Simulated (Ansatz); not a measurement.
## Relaxing As

All numbers below come from DFT PBE, scalar-relativistic, plane waves, PAW (Ansatz 0.2.0). Cutoff 420 eV, Γ-centred k mesh, Gaussian smearing, no spin polarisation in the final step.

The start is a random cell of As with space group Pnc2 (No. 30), drawn with lower limits on the distances.

```
As
1.0
     5.41477    0.00000    0.00000
     0.00000    5.67729    0.00000
     0.00000    0.00000    4.74692
As
6
Direct
  0.33333 0.05988 0.91996
  0.33333 0.44012 0.41996
  0.66667 0.55988 0.41996
  0.66667 0.94012 0.91996
  0.50000 0.00000 0.67772
  0.50000 0.50000 0.17772
```

Cell and atoms relax at zero pressure; the relaxation can't lower the symmetry of the start. After a coarse first stage the cell is made exact in the group found at 0.06 Å.

Energies count from the standard state of As at the same level.

**Question.** Describe the relaxed structure.

**Answer.** It ends in Amm2 (No. 38). Conventional cell: a = 6.097 Å, b = 5.195 Å, c = 5.406 Å. Around As on Wyckoff site c (2 atoms of the primitive cell) lie 2 As at 2.43–2.53 Å and 2 As at 2.91 Å; As on Wyckoff site b (1 atom of the primitive cell) is coordinated by 2 As at 2.53 Å and 4 As at 2.91 Å.

```xyz
3
Lattice="6.0968 0.0000 0.0000 0.0000 2.5974 2.7028 0.0000 -2.5974 2.7028" Properties=species:S:1:pos:R:3 pbc="T T T"
As    1.8311    0.0000    5.2770
As    4.2657    0.0000    5.2770
As    3.0484    0.0000    3.0555
```

**Question.** What are its volume, energy, density and gap?

**Answer.** The volume per atom is 28.5 Å³ and the density is 4.4 g/cm³. The energy over the standard structure is 0.34 eV/atom and the gap on the 8×12×12 mesh is 0 eV (a metal).

The final run used a 8×12×12 mesh on its 3-atom cell and 0.10 eV smearing. The k mesh leaves about 4 meV/atom of noise in metals. No dispersion correction is applied, so the spacing between layers, chains or molecules is poorly fixed, and with it the volume and density. Symmetry constrained the relaxation, so the result can be a saddle point.

This form isn't the element's structure at ambient conditions.